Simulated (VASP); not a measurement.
# C (Pm-3m) in VASP: reference runs, part 2 of 2

VASP 6.6.1.

## Step 3: Single point, PBE (atoms moved at random, drawn with an rms of 0.05 Å)

Contents of INCAR:

```
  ALGO = Normal
  EDIFF = 1E-7
  ENCUT = 520
  GGA = PE
  ISIF = 2
  ISMEAR = -1
  LASPH = T
  LCHARG = T
  LELF = T
  LREAL = F
  LVHAR = T
  LWAVE = F
  NBANDS = 13
  NELM = 80
  PREC = Accurate
  SIGMA = 0.05
```

Contents of KPOINTS:

```
k-points
0
Gamma
  10 10 10
```

Contents of POSCAR:

```
C
1.0
    2.6197200000      0.0000000000      0.0000000000
    0.0000000000      2.6197200000      0.0000000000
    0.0000000000      0.0000000000      2.6197200000
C
3
Direct
   -0.0021870000      0.5109550000      0.4864410000
    0.5013810000     -0.0176310000      0.4995150000
    0.5007450000      0.4935150000     -0.0068840000
```

Potentials or basis: VASP PAW PBE potentials, release 64 (C).

Run with:

```sh
$ cat potpaw_PBE.64/C/POTCAR > POTCAR
$ mpirun -np 1 vasp_std > vasp.out
```

OUTCAR:

```text
EDIFF = 1E-7
   ENCUT = 520
   GGA = PE
   ISIF = 2
   ISMEAR = -1
   LASPH = T
   LREAL = F
   NELM = 80
   PREC = Accurate

 ion  position               nearest neighbor table
   1  0.998  0.511  0.486-   2 1.79   2 1.81   3 1.84   3 1.85   3 1.86   3 1.87   2 1.90   2 1.91

   2  0.501  0.982  0.500-   1 1.79   1 1.81   3 1.82   3 1.84   3 1.86   3 1.88   1 1.90   1 1.91

   3  0.501  0.494  0.993-   2 1.82   1 1.84   2 1.84   1 1.85   1 1.86   2 1.86   1 1.87   2 1.88

  LATTYP: Found a simple cubic cell.
 ALAT       =     2.6197200000

  Lattice vectors:

 A1 = (   2.6197200000,   0.0000000000,   0.0000000000)
 A2 = (   0.0000000000,   2.6197200000,   0.0000000000)
 A3 = (   0.0000000000,   0.0000000000,   2.6197200000)

Analysis of symmetry for initial positions (statically):
=====================================================================
 Subroutine PRICEL returns:
 Original cell was already a primitive cell.

 Routine SETGRP: Setting up the symmetry group for a
 simple cubic supercell.

[... 181 lines left out ...]
      5       7.9378      2.00000
      6       7.9919      2.00000
      7      15.1159      0.00000
      8      15.1897      0.00000
      9      15.2475      0.00000
     10      16.5450      0.00000
     11      20.0280      0.00000
     12      20.0992      0.00000
     13      20.2614      0.00000
[... 354 lines left out ...]
  band No.  band energies     occupation
      1     -11.0497      2.00000
      2      -0.4419      2.00000
      3       2.3289      2.00000
      4       3.7382      2.00000
      5       9.0691      2.00000
      6      11.1983      0.00146
      7      12.4353      0.00000
      8      13.7767      0.00000
      9      15.0216      0.00000
     10      18.2003      0.00000
     11      18.5954      0.00000
     12      19.2704      0.00000
     13      20.4064      0.00000

 [... further k-points ...]

------------------------ aborting loop because EDIFF is reached ----------------------------------------

  FORCE on cell =-STRESS in cart. coord.  units (eV):
  Direction    XX          YY          ZZ          XY          YZ          ZX
  --------------------------------------------------------------------------------------
  -------------------------------------------------------------------------------------
  Total        0.0791994      0.6392875      0.2169172      0.0040463     -0.0288653     -0.0046027
  in kB        7.0577728     56.9694645     19.3303625      0.3605799     -2.5722992     -0.4101663
  external PRESSURE =      27.7858666 kB  Pullay stress =       0.0000000 kB

 VOLUME and BASIS-vectors are now :
 -----------------------------------------------------------------------------
  energy-cutoff  :      520.00
  volume of cell :       17.98
      direct lattice vectors                 reciprocal lattice vectors
     2.619720000  0.000000000  0.000000000     0.381720184  0.000000000  0.000000000
     0.000000000  2.619720000  0.000000000     0.000000000  0.381720184  0.000000000
     0.000000000  0.000000000  2.619720000     0.000000000  0.000000000  0.381720184

 POSITION                                       TOTAL-FORCE (eV/Angst)
 -----------------------------------------------------------------------------------
      2.61399      1.33856      1.27434        -0.093868      1.239320     -0.726650
      1.31348      2.57353      1.30859         0.078084     -0.568148      0.743888
      1.31181      1.29287      2.60169         0.015784     -0.671172     -0.017238
 -----------------------------------------------------------------------------------
    total drift:                                0.000011     -0.000028     -0.000004

  FREE ENERGIE OF THE ION-ELECTRON SYSTEM (eV)
  ---------------------------------------------------
  free  energy   TOTEN  =       -16.7861969454 eV

  energy  without entropy=      -16.7765120923  energy(sigma->0) =      -16.78135452
```

OSZICAR:

```text
N       E                     dE             d eps       ncg     rms          rms(c)
DAV:   1     0.172728580563E+02    0.17273E+02   -0.64989E+03 13288   0.885E+02
DAV:   2    -0.156974526338E+02   -0.32970E+02   -0.30316E+02 17594   0.155E+02
DAV:   3    -0.168013086530E+02   -0.11039E+01   -0.10897E+01 13491   0.234E+01
DAV:   4    -0.168048649228E+02   -0.35563E-02   -0.35556E-02 14164   0.156E+00
DAV:   5    -0.168048735504E+02   -0.86276E-05   -0.86286E-05 13414   0.721E-02    0.309E+00
DAV:   6    -0.167835781883E+02    0.21295E-01   -0.20381E-02 13384   0.969E-01    0.190E+00
DAV:   7    -0.167856194944E+02   -0.20413E-02   -0.32185E-02 13924   0.127E+00    0.192E-01
DAV:   8    -0.167860563807E+02   -0.43689E-03   -0.87222E-04 13184   0.216E-01    0.833E-02
DAV:   9    -0.167861794404E+02   -0.12306E-03   -0.26604E-04 13579   0.129E-01    0.306E-02
DAV:  10    -0.167861947865E+02   -0.15346E-04   -0.19417E-05 14129   0.372E-02    0.700E-03
DAV:  11    -0.167861969710E+02   -0.21845E-05   -0.25350E-06 13459   0.120E-02    0.139E-03
DAV:  12    -0.167861969454E+02    0.25542E-07   -0.21737E-07 14080   0.376E-03
   1 F= -.16786197E+02 E0= -.16781355E+02  d E =-.968485E-02
```

Run time: 63 s. Hardware: 1 thread of Intel Xeon Platinum 8259CL at 2.50GHz (Skylake/Cascade Lake), shared host; peak memory 0.19 GiB.

Results:

```
Free energy            : -16.7862 eV
Pressure               : 2.8 GPa
Largest force          : 1.440 eV/Å
Band gap on the k mesh : none (metal or under the smearing width)
```

Forces in eV/Å, atoms in the order of the input:
```
C   -0.094  1.239 -0.727
C    0.078 -0.568  0.744
C    0.016 -0.671 -0.017
```

Stress tensor (GPa, compression positive):
```
 0.71  0.04 -0.04
 0.04  5.70 -0.26
-0.04 -0.26  1.93
```

Levels at points of the mesh, in eV from the Fermi level:
```csv
k point,band 2,band 3,band 4,band 5,band 6,band 7,band 8,band 9,band 10,band 11
"(0.00, 0.00, 0.00)",-7.92,-7.91,-7.87,-2.90,-2.85,4.28,4.35,4.41,5.71,9.19
"(0.50, 0.00, 0.00)",-16.75,-5.17,-5.15,-1.11,-0.68,-0.31,0.57,2.32,6.16,7.95
"(0.00, 0.50, 0.00)",-16.68,-5.22,-5.19,-0.74,-0.64,-0.35,0.24,2.30,6.12,7.94
"(0.00, 0.00, 0.50)",-16.75,-5.19,-5.09,-0.72,-0.71,-0.30,0.12,2.19,6.12,8.03
"(0.50, 0.50, 0.00)",-13.70,-13.60,-10.41,-1.31,0.18,0.28,2.30,4.59,4.60,10.00
"(0.00, 0.50, 0.50)",-13.69,-13.58,-10.43,-1.57,0.17,0.60,2.34,4.58,4.58,9.94
"(0.50, 0.00, 0.50)",-13.67,-13.67,-10.45,-1.23,0.12,0.18,2.42,4.61,4.77,9.91
"(0.50, 0.50, 0.50)",-10.02,-9.88,-9.68,-9.12,-9.00,-8.81,4.64,10.28,10.39,11.05
```

## Step 4: Equation of state, PBE, 5.63 Å³/atom (volume scaled by 0.94)

Contents of INCAR:

```
SYSTEM = C
PREC = Accurate ; ENCUT = 520
EDIFF = 1E-7 ; ISMEAR = -1
SIGMA = 0.05 ; LREAL = .False.
LASPH = .True. ; NELM = 60
ALGO = Normal ; ISIF = 2
LWAVE = .False. ; LCHARG = .False.
GGA = PE ; NBANDS = 13
```

Contents of KPOINTS:

```
Automatic mesh
0
Gamma
  10 10 10
  0 0 0
```

Contents of POSCAR:

```
C
1.0
    2.5662413207      0.0000000000      0.0000000000
    0.0000000000      2.5662413207      0.0000000000
    0.0000000000      0.0000000000      2.5662413207
C
3
Direct
    0.0000000000      0.5000000000      0.5000000000
    0.5000000000      0.0000000000      0.5000000000
    0.5000000000      0.5000000000      0.0000000000
```

Run with:

```sh
$ cat potpaw_PBE.64/C/POTCAR > POTCAR
$ mpirun -np 1 vasp_std > vasp.out
```

Wall time 8.6 s (1 thread of Intel Xeon Platinum 8259CL at 2.50GHz (Skylake/Cascade Lake), shared host); peak memory 0.12 GiB.

Results (log left out):

```yaml
Free_energy: -16.6855 eV
Pressure: 12.8 GPa
Band_gap_on_the_k_mesh: none (metal or under the smearing width)
```

## Step 5: Equation of state, PBE, 5.75 Å³/atom (volume scaled by 0.96)

Contents of INCAR:

```
PREC     = Accurate       # precision mode
ENCUT    = 520            # plane-wave cutoff, eV
EDIFF    = 1E-7           # SCF threshold, eV
ISMEAR   = -1             # smearing method
SIGMA    = 0.05           # smearing width, eV
LREAL    = F              # projectors in reciprocal space
LASPH    = T              # aspherical terms in the spheres
NELM     = 60             # most SCF steps
ALGO     = Normal         # electronic algorithm
ISIF     = 2              # what is computed and relaxed
LWAVE    = F              # write WAVECAR
LCHARG   = F              # write CHGCAR
GGA      = PE             # functional
NBANDS   = 13             # bands
```

Contents of KPOINTS:

```
regular mesh
0
Gamma
  10 10 10
```

Contents of POSCAR:

```
C
1.0
    2.5843140381      0.0000000000      0.0000000000
    0.0000000000      2.5843140381      0.0000000000
    0.0000000000      0.0000000000      2.5843140381
C
3
Direct
    0.0000000000      0.5000000000      0.5000000000
    0.5000000000      0.0000000000      0.5000000000
    0.5000000000      0.5000000000      0.0000000000
```

Run with:

```sh
$ cat potpaw_PBE.64/C/POTCAR > POTCAR
$ mpirun -np 1 vasp_std > vasp.out
```

It took 8.4 s on 1 thread of Intel Xeon Platinum 8259CL at 2.50GHz (Skylake/Cascade Lake), shared host; peak memory 0.12 GiB.

Results (log left out):

| Item | Value |
| --- | --- |
| Free energy | -16.7088 eV |
| Pressure | 8.1 GPa |
| Band gap on the k mesh | none (metal or under the smearing width) |

## Step 6: Equation of state, PBE, 5.87 Å³/atom (volume scaled by 0.98)

Contents of INCAR:

```
SYSTEM = C
PREC = Accurate
ENCUT = 520
EDIFF = 1E-7
ISMEAR = -1
SIGMA = 0.05
LREAL = .FALSE.
LASPH = .TRUE.
NELM = 60
ALGO = Normal
ISIF = 2
LWAVE = .FALSE.
LCHARG = .FALSE.
GGA = PE
NBANDS = 13
```

Contents of KPOINTS:

```
Automatic mesh
0
G
  10 10 10
  0 0 0
```

Contents of POSCAR:

```
C
1.0
    2.6021374568      0.0000000000      0.0000000000
    0.0000000000      2.6021374568      0.0000000000
    0.0000000000      0.0000000000      2.6021374568
C
3
Direct
    0.0000000000      0.5000000000      0.5000000000
    0.5000000000      0.0000000000      0.5000000000
    0.5000000000      0.5000000000      0.0000000000
```

Potentials or basis: VASP PAW PBE potentials, release 64 (C).

Run with:

```sh
$ cat potpaw_PBE.64/C/POTCAR > POTCAR
$ mpirun -np 1 vasp_std > vasp.out
```

It took 7.6 s on 1 thread of Intel Xeon Platinum 8259CL at 2.50GHz (Skylake/Cascade Lake), shared host; peak memory 0.12 GiB.

Results (log left out):

```yaml
Free_energy: -16.7247 eV
Pressure: 5.8 GPa
Band_gap_on_the_k_mesh: none (metal or under the smearing width)
```

## Step 7: Equation of state, PBE, 6.11 Å³/atom (volume scaled by 1.02)

Contents of INCAR:

```
  PREC = Accurate
  ENCUT = 520
  EDIFF = 1E-7
  ISMEAR = -1
  SIGMA = 0.05
  LREAL = False
  LASPH = True
  NELM = 80
  ALGO = Normal
  ISIF = 2
  LWAVE = False
  LCHARG = False
  GGA = PE
  NBANDS = 13
```

Contents of KPOINTS:

```
regular mesh
0
Gamma
  10 10 10
```

Contents of POSCAR:

```
C
1.0
    2.6370696447      0.0000000000      0.0000000000
    0.0000000000      2.6370696447      0.0000000000
    0.0000000000      0.0000000000      2.6370696447
C
3
Direct
    0.0000000000      0.5000000000      0.5000000000
    0.5000000000      0.0000000000      0.5000000000
    0.5000000000      0.5000000000      0.0000000000
```

Run with:

```sh
$ cat potpaw_PBE.64/C/POTCAR > POTCAR
$ mpirun -np 1 vasp_std > vasp.out
```

Run time: 7.7 s. Hardware: 1 thread of Intel Xeon Platinum 8259CL at 2.50GHz (Skylake/Cascade Lake), shared host; peak memory 0.12 GiB.

The run converged. Its results:

```yaml
Free_energy: -16.7382 eV
Pressure: -0.7 GPa
Band_gap_on_the_k_mesh: none (metal or under the smearing width)
```

## Step 8: Equation of state, PBE, 6.23 Å³/atom (volume scaled by 1.04)

Contents of INCAR:

```
SYSTEM = C
ALGO     = Normal         ! electronic algorithm
EDIFF    = 1E-7           ! SCF threshold, eV
ENCUT    = 520            ! plane-wave cutoff, eV
GGA      = PE             ! functional
ISIF     = 2              ! what is computed and relaxed
ISMEAR   = -1             ! smearing method
LASPH    = .True.         ! aspherical terms in the spheres
LCHARG   = .False.        ! write CHGCAR
LREAL    = .False.        ! projectors in reciprocal space
LWAVE    = .False.        ! write WAVECAR
NBANDS   = 13             ! bands
NELM     = 100            ! most SCF steps
PREC     = Accurate       ! precision mode
SIGMA    = 0.05           ! smearing width, eV
```

Contents of KPOINTS:

```
k-points
0
Gamma
  10 10 10
  0 0 0
```

Contents of POSCAR:

```
C
1.0
    2.6541939534      0.0000000000      0.0000000000
    0.0000000000      2.6541939534      0.0000000000
    0.0000000000      0.0000000000      2.6541939534
C
3
Direct
    0.0000000000      0.5000000000      0.5000000000
    0.5000000000      0.0000000000      0.5000000000
    0.5000000000      0.5000000000      0.0000000000
```

Run with:

```sh
$ cat potpaw_PBE.64/C/POTCAR > POTCAR
$ mpirun -np 1 vasp_std > vasp.out
```

It took 8.8 s on 1 thread of Intel Xeon Platinum 8259CL at 2.50GHz (Skylake/Cascade Lake), shared host; peak memory 0.12 GiB.

The run converged. Its results:

| Item | Value |
| --- | --- |
| Free energy | -16.7334 eV |
| Pressure | -3.8 GPa |
| Band gap on the k mesh | none (metal or under the smearing width) |

## Step 9: Equation of state, PBE, 6.35 Å³/atom (volume scaled by 1.06)

Contents of INCAR:

```
PREC = Accurate
ENCUT = 520
EDIFF = 1E-7
ISMEAR = -1
SIGMA = 0.05
LREAL = F
LASPH = T
NELM = 60
ALGO = Normal
ISIF = 2
LWAVE = F
LCHARG = F
GGA = PE
NBANDS = 13
```

Contents of KPOINTS:

```
regular mesh
0
Gamma
  10 10 10
```

Contents of POSCAR:

```
C
1.0
    2.6711001032      0.0000000000      0.0000000000
    0.0000000000      2.6711001032      0.0000000000
    0.0000000000      0.0000000000      2.6711001032
C
3
Direct
    0.0000000000      0.5000000000      0.5000000000
    0.5000000000      0.0000000000      0.5000000000
    0.5000000000      0.5000000000      0.0000000000
```

Potentials or basis: VASP PAW PBE potentials, release 64 (C).

Run with:

```sh
$ cat potpaw_PBE.64/C/POTCAR > POTCAR
$ mpirun -np 1 vasp_std > vasp.out
```

Wall time 9.2 s (1 thread of Intel Xeon Platinum 8259CL at 2.50GHz (Skylake/Cascade Lake), shared host); peak memory 0.12 GiB.

The run converged. Its results:

```yaml
Free_energy: -16.7218 eV
Pressure: -6.9 GPa
Band_gap_on_the_k_mesh: none (metal or under the smearing width)
```

## Step 10: Equation of state, PBE

Potentials or basis: VASP PAW PBE potentials, release 64 (C).

No new run: the results of the series are fitted here.

What came out:

```
Equilibrium volume : 6.10 Å³/atom (rough: see the caveat)
Bulk modulus       : 165 GPa (rough)
```

Energy against volume, from the lowest point:
| volume (Å³/atom) | energy (meV/atom) |
| --- | --- |
| 5.633 | 17.55 |
| 5.753 | 9.80 |
| 5.873 | 4.49 |
| 5.993 | 0.98 |
| 6.113 | 0.00 |
| 6.233 | 1.59 |
| 6.353 | 5.47 |

Caveat: the fit is doubtful: noisy points or a state that changes with volume.

## Step 11: Summary

| task | cell | gap on the mesh (eV) | pressure (GPa) |
| --- | --- | --- | --- |
| single point | as given | none | 3.0 |
| single point | atoms moved at random, drawn with an rms of 0.05 Å | none | 2.8 |
| equation of state | as given | - | - |

Alike in all rows: level PBE; potentials or basis VASP PAW PBE potentials, release 64 (C); no spin polarisation; k mesh 10 × 10 × 10; cutoff (eV) 520; smearing fermi-dirac 0.05 eV.

Caveats: the fit is doubtful: noisy points or a state that changes with volume (some runs).

Total energies depend on the potentials used, so only differences within one code and one set of settings carry meaning.
